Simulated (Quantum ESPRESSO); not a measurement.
Wanted: the native input for a Quantum ESPRESSO 7.5 run.

| Item | Value |
| --- | --- |
| Task | phonon dispersion |
| Functional | LDA |
| Potentials or basis | GBRV 1.5 LDA |
| Cutoff | 762 eV |
| Density cutoff | 6095 eV |
| k mesh | 12 × 12 × 12 |
| Occupations | cold, width 0.2 eV |
| Spin | no spin polarisation |
| Form of the LDA correlation | PZ81 |
| Mixing beta | 0.5 |
| Most SCF iterations | 120 |
| SCF threshold | 2e-10 Ry |
| q mesh | 2 × 2 × 2 |

Crystal: W.

```
CELL_PARAMETERS angstrom
-1.58234 1.58234 1.58234
1.58234 -1.58234 1.58234
1.58234 1.58234 -1.58234
ATOMIC_POSITIONS crystal
W 0.00000 0.00000 0.00000
```

These files were run (other wordings do the same):

pw.in

```
&CONTROL
  calculation = 'scf'
  prefix = 'pwscf'
  outdir = './tmp'
  pseudo_dir = './pseudo'
  tprnfor = .true.
  tstress = .true.
  disk_io = 'low'
/
&SYSTEM
  ibrav = 0
  nat = 1
  ntyp = 1
  ecutwfc = 56
  ecutrho = 448
  nbnd = 13
  occupations = 'smearing'
  smearing = 'mv'
  degauss = 0.01469973
/
&ELECTRONS
  conv_thr = 2d-10
  electron_maxstep = 120
  mixing_beta = 0.5
/
ATOMIC_SPECIES
W    183.8400 w_lda_v1.2.uspp.F.UPF
CELL_PARAMETERS angstrom
  -1.5823450000    1.5823450000    1.5823450000
   1.5823450000   -1.5823450000    1.5823450000
   1.5823450000    1.5823450000   -1.5823450000
ATOMIC_POSITIONS angstrom
W      0.0000000000    0.0000000000    0.0000000000
K_POINTS automatic
12 12 12 0 0 0
```

relax.in

```
&CONTROL
  calculation = 'vc-relax'
  prefix = 'pwscf'
  outdir = './tmp'
  pseudo_dir = './pseudo'
  tprnfor = .true.
  tstress = .true.
  disk_io = 'low'
  nstep = 40
  forc_conv_thr = 0.0001
  etot_conv_thr = 1d-06
/
&SYSTEM
  ibrav = 0
  nat = 1
  ntyp = 1
  ecutwfc = 56
  ecutrho = 448
  nbnd = 13
  occupations = 'smearing'
  smearing = 'mv'
  degauss = 0.01469973
/
&ELECTRONS
  conv_thr = 2d-10
  electron_maxstep = 120
  mixing_beta = 0.5
/
&IONS
  ion_dynamics = 'bfgs'
/
&CELL
  cell_dynamics = 'bfgs'
  press = 0
  press_conv_thr = 0.2
/
ATOMIC_SPECIES
W    183.8400 w_lda_v1.2.uspp.F.UPF
CELL_PARAMETERS angstrom
  -1.5823450000    1.5823450000    1.5823450000
   1.5823450000   -1.5823450000    1.5823450000
   1.5823450000    1.5823450000   -1.5823450000
ATOMIC_POSITIONS angstrom
W      0.0000000000    0.0000000000    0.0000000000
K_POINTS automatic
12 12 12 0 0 0
```

scf2.in

```
&CONTROL
  calculation = 'scf'
  prefix = 'pwscf'
  outdir = './tmp'
  pseudo_dir = './pseudo'
  tprnfor = .true.
  tstress = .true.
  disk_io = 'low'
/
&SYSTEM
  ibrav = 0
  nat = 1
  ntyp = 1
  ecutwfc = 56
  ecutrho = 448
  nbnd = 13
  occupations = 'smearing'
  smearing = 'mv'
  degauss = 0.01469973
/
&ELECTRONS
  conv_thr = 1d-13
  electron_maxstep = 120
  mixing_beta = 0.5
  startingpot = 'file'
  startingwfc = 'file'
/
ATOMIC_SPECIES
W    183.8400 w_lda_v1.2.uspp.F.UPF
CELL_PARAMETERS angstrom
  -1.5682252838    1.5682252838    1.5682252838
   1.5682252838   -1.5682252838    1.5682252838
   1.5682252838    1.5682252838   -1.5682252838
ATOMIC_POSITIONS angstrom
W      0.0000000000    0.0000000000    0.0000000000
K_POINTS automatic
12 12 12 0 0 0
```

ph.in

```
phonon_bands of W
&INPUTPH
  prefix = 'pwscf'
  outdir = './tmp'
  tr2_ph = 1d-18
  fildyn = 'dyn'
  niter_ph = 90
  alpha_mix(1) = 0.4
  ldisp = .true.
  nq1 = 2
  nq2 = 2
  nq3 = 2
/
```

q2r.in

```
&INPUT
  fildyn = 'dyn'
  zasr = 'crystal'
  flfrc = 'fc'
/
```

matdyn.in

```
&INPUT
  asr = 'crystal'
  flfrc = 'fc'
  flfrq = 'freq'
  q_in_cryst_coord = .true.
  flvec = ' '
/
80
 0.0000000000  0.0000000000  0.0000000000
 0.0312500000 -0.0312500000  0.0312500000
 0.0625000000 -0.0625000000  0.0625000000
 0.0937500000 -0.0937500000  0.0937500000
 0.1250000000 -0.1250000000  0.1250000000
 0.1562500000 -0.1562500000  0.1562500000
 0.1875000000 -0.1875000000  0.1875000000
 0.2187500000 -0.2187500000  0.2187500000
 0.2500000000 -0.2500000000  0.2500000000
 0.2812500000 -0.2812500000  0.2812500000
 0.3125000000 -0.3125000000  0.3125000000
 0.3437500000 -0.3437500000  0.3437500000
 0.3750000000 -0.3750000000  0.3750000000
 0.4062500000 -0.4062500000  0.4062500000
 0.4375000000 -0.4375000000  0.4375000000
 0.4687500000 -0.4687500000  0.4687500000
 0.5000000000 -0.5000000000  0.5000000000
 0.4545454545 -0.4545454545  0.5000000000
 0.4090909091 -0.4090909091  0.5000000000
 0.3636363636 -0.3636363636  0.5000000000
 0.3181818182 -0.3181818182  0.5000000000
 0.2727272727 -0.2727272727  0.5000000000
 0.2272727273 -0.2272727273  0.5000000000
 0.1818181818 -0.1818181818  0.5000000000
 0.1363636364 -0.1363636364  0.5000000000
 0.0909090909 -0.0909090909  0.5000000000
 0.0454545455 -0.0454545455  0.5000000000
 0.0000000000  0.0000000000  0.5000000000
 0.0000000000  0.0000000000  0.4583333333
 0.0000000000  0.0000000000  0.4166666667
 0.0000000000  0.0000000000  0.3750000000
 0.0000000000  0.0000000000  0.3333333333
 0.0000000000  0.0000000000  0.2916666667
 0.0000000000  0.0000000000  0.2500000000
 0.0000000000  0.0000000000  0.2083333333
 0.0000000000  0.0000000000  0.1666666667
 0.0000000000  0.0000000000  0.1250000000
 0.0000000000  0.0000000000  0.0833333333
 0.0000000000  0.0000000000  0.0416666667
 0.0000000000  0.0000000000  0.0000000000
 0.0166666667  0.0166666667  0.0166666667
 0.0333333333  0.0333333333  0.0333333333
 0.0500000000  0.0500000000  0.0500000000
 0.0666666667  0.0666666667  0.0666666667
 0.0833333333  0.0833333333  0.0833333333
 0.1000000000  0.1000000000  0.1000000000
 0.1166666667  0.1166666667  0.1166666667
 0.1333333333  0.1333333333  0.1333333333
 0.1500000000  0.1500000000  0.1500000000
 0.1666666667  0.1666666667  0.1666666667
 0.1833333333  0.1833333333  0.1833333333
 0.2000000000  0.2000000000  0.2000000000
 0.2166666667  0.2166666667  0.2166666667
 0.2333333333  0.2333333333  0.2333333333
 0.2500000000  0.2500000000  0.2500000000
 0.2666666667  0.2000000000  0.2666666667
 0.2833333333  0.1500000000  0.2833333333
 0.3000000000  0.1000000000  0.3000000000
 0.3166666667  0.0500000000  0.3166666667
 0.3333333333  0.0000000000  0.3333333333
 0.3500000000 -0.0500000000  0.3500000000
 0.3666666667 -0.1000000000  0.3666666667
 0.3833333333 -0.1500000000  0.3833333333
 0.4000000000 -0.2000000000  0.4000000000
 0.4166666667 -0.2500000000  0.4166666667
 0.4333333333 -0.3000000000  0.4333333333
 0.4500000000 -0.3500000000  0.4500000000
 0.4666666667 -0.4000000000  0.4666666667
 0.4833333333 -0.4500000000  0.4833333333
 0.5000000000 -0.5000000000  0.5000000000
 0.2500000000  0.2500000000  0.2500000000
 0.2222222222  0.2222222222  0.2777777778
 0.1944444444  0.1944444444  0.3055555556
 0.1666666667  0.1666666667  0.3333333333
 0.1388888889  0.1388888889  0.3611111111
 0.1111111111  0.1111111111  0.3888888889
 0.0833333333  0.0833333333  0.4166666667
 0.0555555556  0.0555555556  0.4444444444
 0.0277777778  0.0277777778  0.4722222222
 0.0000000000  0.0000000000  0.5000000000
```

matdyn_dos.in

```
&INPUT
  asr = 'crystal'
  flfrc = 'fc'
  dos = .true.
  fldos = 'phdos'
  nk1 = 18
  nk2 = 18
  nk3 = 18
  deltaE = 1
  flvec = ' '
  flfrq = ' '
/
```

matdyn_mesh.in

```
&INPUT
  asr = 'crystal'
  flfrc = 'fc'
  flfrq = 'mesh'
  q_in_cryst_coord = .true.
  flvec = ' '
/
1000
 0.05000000  0.05000000  0.05000000
 0.05000000  0.05000000  0.15000000
 0.05000000  0.05000000  0.25000000
[... 997 further points of the even 10 x 10 x 10 mesh, shifted by half a step ...]
```

Potentials or basis: GBRV 1.5 LDA.

The run is started by

```console
$ OMP_NUM_THREADS=1 pw.x -in pw.in > pw.out
$ OMP_NUM_THREADS=1 pw.x -in relax.in > relax.out
$ OMP_NUM_THREADS=1 pw.x -in scf2.in > scf2.out
$ OMP_NUM_THREADS=1 ph.x -in ph.in > ph.out
$ OMP_NUM_THREADS=1 q2r.x -in q2r.in > q2r.out
$ OMP_NUM_THREADS=1 matdyn.x -in matdyn.in > matdyn.out
$ OMP_NUM_THREADS=1 matdyn.x -in matdyn_dos.in > matdyn_dos.out
$ OMP_NUM_THREADS=1 matdyn.x -in matdyn_mesh.in > matdyn_mesh.out
```

It gave:

```yaml
Relaxed_volume: 15.43 Å³/atom
Relaxed_cell: a = 2.716 Å, b = 2.716 Å, c = 2.716 Å, α = 109.47°, β = 109.47°, γ = 109.47°
Space_group_after_relaxing_to_0.05_Å: Im-3m (No. 229)
Pressure_after_relaxing: 0.0 GPa
Band_gap_on_the_k_mesh: none (metal or under the smearing width)
Highest_phonon_frequency: 227 cm⁻¹
Zero-point_energy: 0.030 eV/atom
```

Caveat: the q mesh is small, so phonon branches between its points and thermal values are rough.

Wall time 12 min on 1 thread of Intel(R) Xeon(R) Processor @ 2.50GHz (Skylake/Cascade Lake), on a shared host, peak memory 0.16 GiB.
